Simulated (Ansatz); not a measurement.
# GaN (F-43m) in Ansatz: notebook

The runs below take GaN through band structure, phonons, elastic constants, with RPBE, PBEsol, PBE, LDA.

Everything below comes from runs of Ansatz 0.2.0. Logs are shortened: lines on timing, memory, paths and dates and some standing lists are left out, and cuts for length are marked.

**The experiment to reproduce.**

A printed reference work, textbook reports, for a bulk crystal of GaN at 0 K: band gap 3.299 eV (direct).

The runs below are set against these values where they give the same quantity.

### 1 Starting point

Symmetry: F-43m, No. 216, cubic system. The conventional cell has a = 4.507 Å, b = 4.507 Å, c = 4.507 Å, α = 90.00°, β = 90.00°, γ = 90.00°. Ga (site symmetry -43m) has 4 N at 1.95 Å as nearest neighbours. N (site symmetry -43m) has 4 Ga at 1.95 Å as nearest neighbours.

The cell is a database's computed one.

### 2 Band structure, RPBE

The input, input.yaml:

```yaml
crystal:
  lattice:
    - [0.0, 2.2535006075, 2.2535006075]
    - [2.2535006075, 0.0, 2.2535006075]
    - [2.2535006075, 2.2535006075, 0.0]
  atoms:
    - { symbol: Ga, position: [0.0, 0.0, 0.0] }
    - { symbol: "N", position: [0.25, 0.25, 0.25] }
kpoints:
  mp_grid: { grid: [10, 10, 10] }
  band_path:
    path:
      - [0.0, 0.0, 0.0]
      - [0.5, 0.0, 0.5]
      - [0.5, 0.25, 0.75]
      - [0.375, 0.375, 0.75]
      - [0.0, 0.0, 0.0]
      - [0.5, 0.5, 0.5]
      - [0.625, 0.25, 0.625]
      - [0.5, 0.25, 0.75]
    npoints: 6
scf:
  occupations: { method: fermi_dirac, width: 0.05 }
hamiltonian:
  xc: rpbe
  pseudopotentials: { kind: all_electron, lapw: { basis_error: 0.001 } }
output:
  forces: true
  stress: true
  eigenvalues: true
```

Potentials or basis: all-electron LAPW, scalar-relativistic.

Run with:

```bash
ansatz run input.yaml --threads 1 --pin off --max-ram 3072MiB --backend cpu --events-out ev --progress --plain --runs-dir out
```

Standard output:

```text
Warning: RAYON_NUM_THREADS=1 ignored (pool sized by the plan → 1); use --threads N
LAPW: plane waves up to 10.517 Å⁻¹, error target 1.0e-3 eV per atom; small_component_spin mean_spin; N in spheres of 0.857 Å, 7 of its electrons in bands, Dirac shells []; Ga in spheres of 1.095 Å, 21 of its electrons in bands, Dirac shells [] (how accurate: hamiltonian.pseudopotentials.lapw.basis_error, Limitations)
Engine: ansatz 0.2.0, x86_64-unknown-linux-gnu
Pseudopotentials: kind: all_electron
Pseudopotential: Ga, LAPW, valence charge 21, lapw/all_electron/scalar/gaussian/Ga, Koelling and Harmon's equation, gaussian nucleus
Pseudopotential: N, LAPW, valence charge 7, lapw/all_electron/scalar/gaussian/N, Koelling and Harmon's equation, gaussian nucleus
Functional definition: RPBE
  parameter kappa = 0.804
  parameter beta = 0.06672455060314922
  exchange = rpbe_x(kappa = kappa, mu = beta*pi^2/3)
  correlation = pbe_c(beta = beta)
Crystal: 2 atoms, lattice volume = 22.888 Å³
Basis set: ecut = 421.3911677335837 eV, 459 PW (Γ), exchange–correlation at level 2
Bands: 18, of which v1, the nominal top of the filled ones, is band 14 counted from 1 (13 counted from 0)
Symmetry: 24 space group operations
Space group: F-43m (ITA 216), of the structure as read, at distance tolerance 2.8e-5 Å
k-points: 47 of 1000 (time reversal used)
Non-local potential: Ga, projectors of the file, none
Non-local potential: N, projectors of the file, none
Initial density: superposition of atomic densities (chi_scale 0.1, normalization cell, long waves kept (reshape's long-wave potential 0.00 eV rms))
Initial wavefunctions: plane waves of lowest kinetic energy (no species holds an atomic orbital)
Functional: x = rpbe, c = pbe(β = 0.06672455060314922)
iter 1 solved again at ethr=1.91e-2 eV; its pass at ethr=1.00e-1 eV (dr2=5.36e0 eV) is discarded
SCF iter   1: F=—  HF=-54399.877357 eV  |F-HF|=—  |Δ(HF+E_count)|=         —  Δρ=1.37e-1  dr2=5.36e0  ethr=1.91e-2  ⟨swp⟩=2.0  Hψ=5514  notcnv=0
preconditioner: auto → none  [insulator: Δε(μ)=3.167 eV  Ē_g=18.349 eV  σ=0.050 eV  W_gap=1.00  n_scr=14 (ndim 8)  ℏωp=32.9 eV  f_vac=0.000  D(μ)=0.00/eV (n_scr^D=0)  ε∞_Penn≈4.2]
SCF iter   2: F=—  HF=-54398.342833 eV  |F-HF|=—  |Δ(HF+E_count)|=    1.53e0  Δρ=5.68e-2  dr2=6.17e-1  ethr=1.91e-2  ⟨swp⟩=3.0  Hψ=2675  notcnv=0
iter 3 solved again at ethr=1.46e-4 eV; its pass at ethr=2.20e-3 eV (dr2=4.08e-2 eV) is discarded
SCF iter   3: F=—  HF=-54397.887828 eV  |F-HF|=—  |Δ(HF+E_count)|=   4.55e-1  Δρ=1.51e-2  dr2=4.08e-2  ethr=1.46e-4  ⟨swp⟩=2.0  Hψ=4443  notcnv=0
SCF iter   4: F=—  HF=-54397.895546 eV  |F-HF|=—  |Δ(HF+E_count)|=         —  Δρ=2.97e-3  dr2=2.18e-3  ethr=1.46e-4  ⟨swp⟩=2.0  Hψ=2538  notcnv=0
the basis was enlarged: its passes take 232.7 KiB over the memory plan, 1 of 1 planned eigensolver slots
SCF iter   5: F=—  HF=-54397.890566 eV  |F-HF|=—  |Δ(HF+E_count)|=   4.98e-3  Δρ=4.83e-4  dr2=5.01e-5  ethr=7.77e-6  ⟨swp⟩=2.8  Hψ=2415  notcnv=0
SCF iter   6: F=—  HF=-54397.890525 eV  |F-HF|=—  |Δ(HF+E_count)|=   4.10e-5  Δρ=2.96e-4  dr2=7.98e-6  ethr=1.79e-7  ⟨swp⟩=3.0  Hψ=2514  notcnv=0
SCF iter   7: F=—  HF=-54397.890534 eV  |F-HF|=—  |Δ(HF+E_count)|=   9.20e-6  Δρ=7.05e-5  dr2=5.34e-7  ethr=2.85e-8  ⟨swp⟩=3.0  Hψ=2492  notcnv=0
SCF iter   8: F=-54397.890535 eV  HF=-54397.890535 eV  |F-HF|=1.53e-8  |Δ(HF+E_count)|=   8.54e-7  Δρ=7.33e-6  dr2=7.75e-9  ethr=1.91e-9  ⟨swp⟩=3.0  Hψ=2551  notcnv=0
SCF 1 converged in 8 iterations: F = -54397.890535 eV  dr2 = 7.75e-9
NSCF: frozen V_eff on 43 k-points
SCF converged after 8 iterations
Free energy (F): -54397.890535 eV
Harris-Foulkes:  -54397.890535 eV  (|F-HF|=1.53e-8)
Internal energy: -54397.890535 eV  (E = F + TS)
E sigma→0 (E₀):  -54397.890535 eV
Fermi energy:    12.470630 eV
--- Per-component energies (eV) ---
  E_band       = -1448.986977
  E_kinetic    = 55437.949742
  E_xc         = -2256.276360
  E_electrostatic = -107579.563917  (all electrons and nuclei)
  E_smearing   = -0.000000  (= −TS)
  E_closure    = 0.000000  (closes the sum)
  E_atoms      = -54386.555854  (free atoms, spherical and without spin; not in F)
  Σ components = -54397.890535   (vs F -54397.890535, Δ=0.00e0)
  Basis errors (estimates in eV, not in F): energy 4.4e-4 per atom: plane waves 4.0e-4 (2.4e-4 summed), levels above the bands 9.2e-103, relativity 3.9e-8, radial functions 4.0e-5, core shells 2.3e-10; eigenvalues (radial functions only) 7.9e-6; not estimated: angular momenta, meshes, grids; target (lapw.basis_error) 1.0e-3; muffin-tin radii N 0.857 Å, Ga 1.095 Å
--- Forces (eV/Å), atoms counted from 1 ---
  atom   1  Ga    -0.00000000     0.00000000    -0.00000000
  atom   2  N      0.00000000    -0.00000000     0.00000000
  max |Σ_I F_I| component: 5.55e-17 eV/Å
--- Stress (GPa, compression-positive) ---
        8.978317       0.000000       0.000000
        0.000000       8.978317       0.000000
        0.000000       0.000000       8.978317
  P = ⅓ Tr σ = 8.9783 GPa (89.783 kbar)
--- Band table (eV; the first three rows and the last of 47) ---
  k-point 0: bands = ["-364.0314", "-130.6577", "-81.3173", "-81.3173", "-81.3173", "-4.4308", "-1.9503", "-1.9503", "-1.9503", "-1.6355", "-1.6355", "11.5369", "11.5369", "11.5369", "13.3152", "21.9311", "21.9311", "21.9311"]
  k-point 1: bands = ["-364.0314", "-130.6577", "-81.3175", "-81.3173", "-81.3173", "-4.3230", "-1.9368", "-1.9368", "-1.9101", "-1.6367", "-1.6367", "10.4457", "11.4310", "11.4310", "14.1693", "21.4405", "22.0945", "22.0945"]
  k-point 2: bands = ["-364.0314", "-130.6577", "-81.3178", "-81.3174", "-81.3174", "-4.0527", "-1.9056", "-1.9056", "-1.7441", "-1.6354", "-1.6354", "8.6404", "11.1705", "11.1705", "15.2583", "20.6665", "22.3543", "22.3543"]
  k-point 46: bands = ["-364.0314", "-130.6576", "-81.3184", "-81.3182", "-81.3179", "-3.3775", "-1.8101", "-1.7661", "-1.6371", "-1.6082", "0.2741", "5.8280", "7.9698", "8.0015", "17.4230", "19.8308", "22.3372", "22.8507"]
```

Wall time 15 s (1 thread of Intel Xeon at 2.70GHz, shared host); peak memory 0.33 GiB.

What came out:

```yaml
Free_energy: -54397.8905 eV
Pressure: 9.0 GPa
Band_gap_on_the_k_mesh: 1.78 eV, direct
Band_gap_along_the_path: 1.78 eV, direct
```

Levels at the corners of the path, in eV from the valence-band top:
```csv
point,band 10,band 11,band 12,band 13,band 14,band 15,band 16,band 17,band 18
Γ,-13.17,-13.17,0.00,0.00,0.00,1.78,10.39,10.39,10.39
X,-13.10,-11.52,-6.08,-2.69,-2.69,3.41,6.77,11.83,14.07
W,-13.16,-11.24,-5.65,-3.67,-3.61,6.28,8.48,10.34,11.23
K,-13.13,-11.35,-5.82,-4.22,-2.16,5.06,7.95,11.18,12.93
Γ,-13.17,-13.17,0.00,0.00,0.00,1.78,10.39,10.39,10.39
L,-13.13,-11.93,-6.99,-0.96,-0.96,4.73,8.81,10.43,10.43
U,-13.13,-11.35,-5.82,-4.22,-2.16,5.06,7.95,11.18,12.93
W,-13.16,-11.24,-5.65,-3.67,-3.61,6.28,8.48,10.34,11.23
```

### 3 Phonons, PBEsol

The input, input.yaml:

```yaml
crystal:
  lattice:
    - [0.0, 2.2535006075, 2.2535006075]
    - [2.2535006075, 0.0, 2.2535006075]
    - [2.2535006075, 2.2535006075, 0.0]
  atoms:
    - { symbol: Ga, position: [0.0, 0.0, 0.0] }
    - { symbol: "N", position: [0.25, 0.25, 0.25] }
kpoints:
  mp_grid: { grid: [7, 7, 7] }
scf:
  occupations: { method: fermi_dirac, width: 0.05 }
hamiltonian:
  xc: pbesol
  pseudopotentials: { kind: all_electron, lapw: { basis_error: 0.001 } }
output: {}
phonons:
  method: fd
  supercell: [1, 1, 1]
```

Potentials or basis: all-electron LAPW, scalar-relativistic.

Run with:

```bash
ansatz run input.yaml --threads 1 --pin off --max-ram 3072MiB --backend cpu --events-out ev --progress --plain --runs-dir out
```

Standard output:

```text
Warning: RAYON_NUM_THREADS=1 ignored (pool sized by the plan → 1); use --threads N
LAPW: plane waves up to 10.863 Å⁻¹, error target 1.0e-3 eV per atom; small_component_spin mean_spin; N in spheres of 0.828 Å, 7 of its electrons in bands, Dirac shells []; Ga in spheres of 1.065 Å, 21 of its electrons in bands, Dirac shells [] (how accurate: hamiltonian.pseudopotentials.lapw.basis_error, Limitations)
Engine: ansatz 0.2.0, x86_64-unknown-linux-gnu
Pseudopotentials: kind: all_electron
Pseudopotential: Ga, LAPW, valence charge 21, lapw/all_electron/scalar/gaussian/Ga, Koelling and Harmon's equation, gaussian nucleus
Pseudopotential: N, LAPW, valence charge 7, lapw/all_electron/scalar/gaussian/N, Koelling and Harmon's equation, gaussian nucleus
Functional definition: PBEsol
  exchange = pbesol_x
  correlation = pbesol_c
Crystal: 2 atoms, lattice volume = 22.888 Å³
Basis set: ecut = 449.61635640132215 eV, 531 PW (Γ), exchange–correlation at level 2
Bands: 18, of which v1, the nominal top of the filled ones, is band 14 counted from 1 (13 counted from 0)
Symmetry: 24 space group operations
k-points: 20 of 343 (time reversal used)
Non-local potential: Ga, projectors of the file, none
Non-local potential: N, projectors of the file, none
[... 53 lines left out ...]
  E_atoms      = -54332.698276  (free atoms, spherical and without spin; not in F)
  Σ components = -54345.817283   (vs F -54345.817283, Δ=0.00e0)
  Basis errors (estimates in eV, not in F): energy 4.4e-4 per atom: plane waves 4.1e-4 (2.5e-4 summed), levels above the bands 1.2e-100, relativity 9.6e-9, radial functions 3.1e-5, core shells 6.3e-10; eigenvalues (radial functions only) 4.3e-6; not estimated: angular momenta, meshes, grids; target (lapw.basis_error) 1.0e-3; muffin-tin radii N 0.828 Å, Ga 1.065 Å
--- Forces (eV/Å), atoms counted from 1 ---
  atom   1  Ga    -0.00000000     0.00000000     0.00000000
  atom   2  N      0.00000000    -0.00000000    -0.00000000
  max |Σ_I F_I| component: 4.63e-17 eV/Å
--- Band table (eV; the first three rows and the last of 20) ---
  k-point 0: bands = ["-362.3584", "-130.3975", "-81.3116", "-81.3116", "-81.3116", "-4.6566", "-2.2155", "-2.2155", "-2.2155", "-1.8957", "-1.8957", "11.2679", "11.2679", "11.2679", "12.9472", "21.4731", "21.4731", "21.4731"]
  k-point 1: bands = ["-362.3584", "-130.3975", "-81.3119", "-81.3117", "-81.3117", "-4.4389", "-2.1893", "-2.1893", "-2.1275", "-1.8974", "-1.8974", "9.4052", "11.0590", "11.0590", "14.3025", "20.6102", "21.7663", "21.7663"]
  k-point 2: bands = ["-362.3584", "-130.3975", "-81.3125", "-81.3118", "-81.3118", "-4.0082", "-2.1453", "-2.1453", "-1.8851", "-1.8851", "-1.6826", "6.7119", "10.6363", "10.6363", "15.4829", "19.8490", "21.8954", "21.8954"]
  k-point 19: bands = ["-362.3584", "-130.3974", "-81.3127", "-81.3126", "-81.3121", "-3.5907", "-2.0858", "-2.0217", "-1.9069", "-1.8768", "0.0428", "5.4537", "7.0573", "8.4685", "17.1847", "19.3003", "21.4620", "22.8527"]
--- Phonons: 2 displaced members + reference (amplitude 0.01 Å, Σ member SCF iterations 12) ---
  symmetry images taken by strict's conditions (phonons.symmetry_images: auto; settled by no image being taken that strict refuses)
  ASR residual: 3.984e-4 → 0.000e0 eV/Å²; symmetrization residual: 1.934e-5 eV/Å²
  largest component of a force at the reference: 1.2e-16 eV/Å
  ASR residual per site (eV/Å²): 3.37e-5 3.98e-4
  Γ frequencies (cm⁻¹): 0.00 0.00 0.00 531.80 531.80 531.80
  density of states and harmonic sums: on the 24×24×24 q-mesh, interpolated from the force constants of a 1×1×1 supercell (no non-analytic term)
  largest difference from the sums on the solved wave vectors: F 3.70e-1 eV, S 6.29e-4 and C_V 2.58e-4 eV/K
  zero-point energy: 0.126463 eV/cell   skipped modes (ω ≤ 0): 3   left out of the sums: 3.62e-5 of the cell's modes: C_V's classical limit lies that fraction below 3 k_B per atom; for a crystal, a wire or a layer, F and S can be off by more, and a phonons.interpolated_qmesh denser along its periods is the remedy for the sampling
```

phthermo.tsv:

```text
# format = ansatz-phthermo/1
# interpolated_qmesh = 24 24 24
# force_constants_supercell = 1 1 1
# non_analytic_term = not included (the non-analytic LO-TO correction is not applied to the interpolated dynamical matrix; polar crystals: no LO-TO splitting at GAMMA, and LO and other optical branches, acoustic branches and sound speeds, and with them the density of states and the thermodynamics, can be off between the wave vectors that the force constants were sampled on, most near GAMMA; a larger extent of the force constants narrows that region and is not shown to mend the acoustic slopes)
# zero_point_energy_ev = 1.2646336181e-1
# n_skipped_modes = 3
# share_of_modes_left_out = 3.6168981481e-5
# rigid_motions_known_by = geometry
# t_k	f_vib_ev	s_ev_per_k	c_v_ev_per_k
0.0000	1.2646336181e-1	0.0000000000e0	0.0000000000e0
10.0000	1.2646324602e-1	5.9364894729e-8	2.2062308547e-7
20.0000	1.2646046383e-1	6.3265690417e-7	2.0852907476e-6
30.0000	1.2644640589e-1	2.4831720767e-6	8.6162406948e-6
40.0000	1.2640264375e-1	6.7623898472e-6	2.3251690316e-5
50.0000	1.2630057508e-1	1.4181779944e-5	4.4911454321e-5
[... 93 lines left out ...]
990.0000	-4.2370885856e-1	9.5777855595e-4	5.0445056295e-4
1000.0000	-4.3331204019e-1	9.6284968592e-4	5.0469502572e-4
```

Wall time 34 s (1 thread of Intel Xeon at 2.70GHz, shared host); peak memory 0.37 GiB.

What came out:

- Free energy: -54345.8173 eV
- Band gap on the k mesh: 1.68 eV, direct
- Highest phonon frequency at Γ, LO-TO splitting left out: 532 cm⁻¹

Phonon frequencies in cm⁻¹ (negative: imaginary):
```tsv
q point	frequencies
(0.000, 0.000, 0.000)	0 0 0 532 532 532
```

[end of part 1 of 3]
